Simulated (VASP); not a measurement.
# GaSe (P6_3/mmc) in VASP: single point with PBE+D3(BJ)

Aim: the single point of GaSe with PBE+D3(BJ).

Everything below comes from runs of VASP 6.6.1. Logs are shortened: lines on timing, memory, paths and dates and some standing lists are left out, and cuts for length are marked.

**1. The structure**

Symmetry: P6_3/mmc, No. 194, hexagonal system. The conventional cell has a = 3.769 Å, b = 3.769 Å, c = 15.966 Å, α = 90.00°, β = 90.00°, γ = 120.00°. Ga (site symmetry 3m) has 1 Ga at 2.44 Å and 3 Se at 2.47 Å as nearest neighbours. Se (site symmetry 3m) has 3 Ga at 2.47 Å as nearest neighbours.

**2. Single point, PBE+D3(BJ)**

The input, INCAR:

```
  PREC = Accurate
  ENCUT = 520
  EDIFF = 1E-6
  ISMEAR = 0
  SIGMA = 0.02
  LREAL = False
  LASPH = True
  NELM = 100
  ALGO = Fast
  ISIF = 2
  LWAVE = False
  LCHARG = True
  GGA = PE
  IVDW = 12
  LELF = True
  LVHAR = True
  NBANDS = 48
```

The input, KPOINTS:

```
regular mesh
0
Gamma
  12 12 2
```

The input, POSCAR:

```
GaSe
1.0
    3.7693203809      0.0000000000      0.0000000000
   -1.8846601905      3.2643272048      0.0000000000
    0.0000000000      0.0000000000     15.9664449503
Ga Se
4 4
Direct
    0.3333333333      0.6666666667      0.1734890998
    0.6666666667      0.3333333333      0.6734890998
    0.3333333333      0.6666666667      0.3265109002
    0.6666666667      0.3333333333      0.8265109002
    0.3333333333      0.6666666667      0.5997009983
    0.6666666667      0.3333333333      0.0997009983
    0.3333333333      0.6666666667      0.9002990017
    0.6666666667      0.3333333333      0.4002990017
```

Potentials or basis: VASP PAW PBE potentials, release 64 (Ga_d, Se).

Run with:

```sh
cat potpaw_PBE.64/Ga_d/POTCAR potpaw_PBE.64/Se/POTCAR > POTCAR
mpirun -np 1 vasp_std > vasp.out
```

OUTCAR:

```text
PREC = Accurate
   ENCUT = 520
   EDIFF = 1E-6
   ISMEAR = 0
   LREAL = False
   LASPH = True
   NELM = 100
   ISIF = 2
   GGA = PE
   IVDW = 12
 IVDW          = 12

 ion  position               nearest neighbor table
   1  0.333  0.667  0.173-   3 2.44   6 2.47   6 2.47   6 2.47
   2  0.667  0.333  0.673-   4 2.44   5 2.47   5 2.47   5 2.47
   3  0.333  0.667  0.327-   1 2.44   8 2.47   8 2.47   8 2.47
   4  0.667  0.333  0.827-   2 2.44   7 2.47   7 2.47   7 2.47
   5  0.333  0.667  0.600-   2 2.47   2 2.47   2 2.47
   6  0.667  0.333  0.100-   1 2.47   1 2.47   1 2.47
   7  0.333  0.667  0.900-   4 2.47   4 2.47   4 2.47
   8  0.667  0.333  0.400-   3 2.47   3 2.47   3 2.47

  LATTYP: Found a hexagonal cell.
 ALAT       =     3.7693203809
 C/A-ratio  =     4.2358948927

  Lattice vectors:

 A1 = (   3.7693203809,   0.0000000000,   0.0000000000)
 A2 = (  -1.8846601905,   3.2643272048,   0.0000000000)
 A3 = (   0.0000000000,   0.0000000000,  15.9664449503)

Analysis of symmetry for initial positions (statically):
=====================================================================
 Subroutine PRICEL returns:
 Original cell was already a primitive cell.

 Routine SETGRP: Setting up the symmetry group for a
 hexagonal supercell.

 Subroutine GETGRP returns: Found 24 space group operations
 (whereof 12 operations were pure point group operations)
 out of a pool of 24 trial point group operations.

The static configuration has the point symmetry D_3d.
 The point group associated with its full space group is D_6h.

Analysis of symmetry for dynamics (positions and initial velocities):
=====================================================================
 Subroutine PRICEL returns:
 Original cell was already a primitive cell.

 Routine SETGRP: Setting up the symmetry group for a
 hexagonal supercell.

 Subroutine GETGRP returns: Found 24 space group operations
 (whereof 12 operations were pure point group operations)
 out of a pool of 24 trial point group operations.

The dynamic configuration has the point symmetry D_3d.
 The point group associated with its full space group is D_6h.

 Subroutine INISYM returns: Found 24 space group operations
 (whereof 12 operations are pure point group operations),
 and found     1 'primitive' translations
[... 110 lines left out ...]
   NSW    =      0    number of steps for IOM
   IBRION =     -1    ionic relax: 0-MD 1-quasi-New 2-CG
   NFREE  =      0    steps in history (QN), initial steepest desc. (CG)
   ISIF   =      2    stress and relaxation
   ISYM   =      2    0-nonsym 1-usesym 2-fastsym
   POTIM  = 0.5000    time-step for ionic-motion
   TEBEG  =    0.0;   TEEND  =   0.0 temperature during run
   PSTRESS=    0.0 pullay stress
   NELECT =      76.0000    total number of electrons
   NUPDOWN=      -1.0000    fix difference up-down
   EMIN   =  10.00;   EMAX   =-10.00  energy-range for DOS
   EFERMI =   0.00;   METHOD = LEGACY
   ISMEAR =     0;   SIGMA  =   0.02  broadening in eV -4-tet -1-fermi 0-gaus
   EFERMI_NEDOS =   21; number of points for ismear=-14 and -15
   IALGO  =     68    algorithm
   IMIX   =      4    mixing-type and parameters
     AMIX     =   0.40;   BMIX     =  1.00
     AMIX_MAG =   1.60;   BMIX_MAG =  1.00
  volume/ion in A,a.u.               =      24.56       165.72
  Fermi-wavevector in a.u.,A,eV,Ry     =   1.192864  2.254187 19.360073  1.422925
  Thomas-Fermi vector in A             =   2.328892
   LORBIT       =      0    0 simple, 1 ext, 2 COOP (PROOUT), +10 PAW based schemes
   GGA     = PE    functional components
   LHFCALC =     F    Hartree Fock is set to
   AEXX    =    0.0000 exact exchange contribution
   IVDW    =    12    specifies the selected vdW correction
   LEPSILON=     F    determine dielectric tensor
   LRPA    =     F    only Hartree local field effects (RPA)
 non-spin polarized calculation
 RMM-DIIS sequential band-by-band and
 Gauss-broadening in eV      SIGMA  =   0.02
  energy-cutoff  :      520.00
  volume of cell :      196.46
 maximum number of plane-waves:      5334
 NGX is ok and might be reduce to    28
   NGX = 13   NGY = 13   NGZ = 59

 number of electron      76.0000013 magnetization

 Free energy of the ion-electron system (eV)
  ---------------------------------------------------
  ext. energy  EPLUGINS =         0.00000000
  ---------------------------------------------------
  free energy    TOTEN  =       -30.23318157 eV

  energy without entropy =      -30.23318157  energy(sigma->0) =      -30.23318157

 E-fermi :   3.5560     XC(G=0):  -9.2465

 val. band max:        3.4241335076   @ k =   0.0000   0.0000   0.0000
 cond. band min:       4.2765854339   @ k =   0.0000   0.0000   0.0000
 fundamental gap:      0.8524519263
 Fermi energy:         3.5559871266

 k-point     1 :       0.0000    0.0000    0.0000
  band No.  band energies     occupation
      1     -11.7731      2.00000
      2     -11.7728      2.00000
      3     -11.6516      2.00000
      4     -11.6516      2.00000
      5     -11.6514      2.00000
      6     -11.6514      2.00000
[... 1213 lines left out ...]
     47       7.9906      0.00000
     48       7.9917      0.00000

 [... further k-points ...]

------------------------ aborting loop because EDIFF is reached ----------------------------------------

 Edisp (eV)   -2.32308

 E8    (eV) :    -1.0206

  FORCE on cell =-STRESS in cart. coord.  units (eV):
  Direction    XX          YY          ZZ          XY          YZ          ZX
  --------------------------------------------------------------------------------------
  -------------------------------------------------------------------------------------
  Total       0.18073     0.18073     0.17096    -0.00000     0.00000     0.00000
  in kB       1.47389     1.47389     1.39427    -0.00000     0.00000     0.00000
  external pressure =        1.45 kB  Pullay stress =        0.00 kB

 VOLUME and BASIS-vectors are now :
 -----------------------------------------------------------------------------
  energy-cutoff  :      520.00
  volume of cell :      196.46
      direct lattice vectors                 reciprocal lattice vectors
     3.769320381  0.000000000  0.000000000     0.265299815  0.153170920  0.000000000
    -1.884660190  3.264327205  0.000000000     0.000000000  0.306341839  0.000000000
     0.000000000  0.000000000 15.966444950     0.000000000  0.000000000  0.062631350

 POSITION                                       TOTAL-FORCE (eV/Angst)
 -----------------------------------------------------------------------------------
     -0.00000      2.17622      2.77000         0.000000      0.000000      0.016904
      1.88466      1.08811     10.75323        -0.000000      0.000000      0.016904
     -0.00000      2.17622      5.21322         0.000000     -0.000000     -0.016904
      1.88466      1.08811     13.19644        -0.000000     -0.000000     -0.016904
     -0.00000      2.17622      9.57509         0.000000      0.000000     -0.029079
      1.88466      1.08811      1.59187         0.000000      0.000000     -0.029079
     -0.00000      2.17622     14.37457         0.000000     -0.000000      0.029079
      1.88466      1.08811      6.39135        -0.000000     -0.000000      0.029079
 -----------------------------------------------------------------------------------
    total drift:                               -0.000000      0.000000      0.000000

  FREE ENERGIE OF THE ION-ELECTRON SYSTEM (eV)
  ---------------------------------------------------
  free  energy   TOTEN  =       -32.5562648601 eV

  energy  without entropy=      -32.5562648601  energy(sigma->0) =      -32.55626486
```

stdout:

```text
POSCAR found type information on POSCAR GaSe
 POSCAR found :  2 types and       8 ions
 scaLAPACK will be used
 LDA part: xc-table for (Slater+PW92), standard interpolation
 POSCAR, INCAR and KPOINTS ok, starting setup
 FFT: planning ... GRIDC
 FFT: planning ... GRID_SOFT
 FFT: planning ... GRID
 WAVECAR not read
 entering main loop
```

Run time: 5 min. Hardware: 1 thread of Intel Xeon Platinum 8559C (Emerald Rapids), shared host; peak memory 0.47 GiB.

Results:

- Free energy: -32.5563 eV
- Pressure: 0.1 GPa
- Largest force: 0.029 eV/Å
- Band gap on the k mesh: 0.85 eV, direct
- Dispersion energy per atom: -0.290 eV

Forces in eV/Å, atoms in the order of the input:
```
Ga   0.000  0.000  0.017
Ga   0.000  0.000  0.017
Ga   0.000  0.000 -0.017
Ga   0.000  0.000 -0.017
Se   0.000  0.000 -0.029
Se   0.000  0.000 -0.029
Se   0.000  0.000  0.029
Se   0.000  0.000  0.029
```

Levels at points of the mesh, in eV from the valence-band top:
```
           k point  band 35  band 36  band 37  band 38  band 39  band 40  band 41  band 42
(0.00, 0.00, 0.00)    -1.33    -1.21    -1.21     0.00     0.85     1.85     2.12     2.24
(0.50, 0.00, 0.00)    -2.46    -2.37    -2.28    -1.85     1.01     1.25     1.79     1.82
(0.00, 0.00, 0.50)    -1.25    -1.25    -0.90    -0.90     1.51     1.51     2.17     2.17
(0.50, 0.00, 0.50)    -2.44    -2.44    -2.16    -2.16     1.36     1.36     1.57     1.57
```

A k mesh can miss the band edges.
